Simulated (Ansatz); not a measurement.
Density of states of Bi$_{2}$Te (I4_1/amd, a = 8.160 Å, b = 8.160 Å, c = 6.163 Å, α = 90.00°, β = 90.00°, γ = 90.00°), in states per eV and primitive cell, averaged over bins of 0.5 eV. Theory: DFT PBEsol, scalar-relativistic, plane waves, PAW (Ansatz).

Cutoff 420 eV; k points 8×8×8 on the computed 6-atom cell (Γ-centred); Gaussian smearing, width 0.10 eV; no spin polarisation.

The cell is relaxed at this level. The states (both spins) are summed by tetrahedra on a 12×12×12 mesh at the self-consistent density. Energies are bin centres; the table starts no lower than −8 eV and ends at 6 eV, or lower where the solved bands end.

It is a metal at this level.

```
E − E_F (eV) total Bi 6p Te 5p Bi 6s Te 5s
       -4.60   3.08   1.75   1.21   0.07   0.03
       -4.10   4.11   2.42   1.50   0.12   0.05
       -3.60   4.07   2.23   1.67   0.08   0.07
       -3.10   3.96   2.49   1.28   0.10   0.07
       -2.60   4.19   2.58   1.40   0.13   0.05
       -2.10   5.27   2.91   2.06   0.17   0.07
       -1.60   5.12   2.26   2.56   0.18   0.05
       -1.10   4.65   1.70   2.68   0.17   0.03
       -0.60   3.67   1.74   1.63   0.20   0.02
       -0.10   2.34   1.53   0.59   0.14   0.02
        0.40   2.37   1.81   0.31   0.13   0.04
        0.90   2.60   1.87   0.41   0.13   0.09
        1.40   3.55   2.49   0.61   0.10   0.15
        1.90   3.80   2.58   0.74   0.05   0.13
        2.40   5.11   3.27   1.25   0.05   0.05
        2.90   4.35   2.72   1.05   0.05   0.03
        3.40   3.72   2.38   0.70   0.04   0.01
        3.90   3.30   2.19   0.46   0.02   0.00
        4.40   2.78   1.79   0.13   0.01   0.00
        4.90   3.72   0.63   0.13   0.01   0.00
        5.40   4.44   0.44   0.16   0.01   0.00
```

The columns after the total are the Löwdin projections on the occupied valence shells of the potentials. The rest of the total lies in shells that are empty in the free atom, which aren't projected, and between the atoms.

Spin-orbit coupling is left out, which matters for the bands of heavy elements.

Whether Bi2Te exists in this form wasn't checked.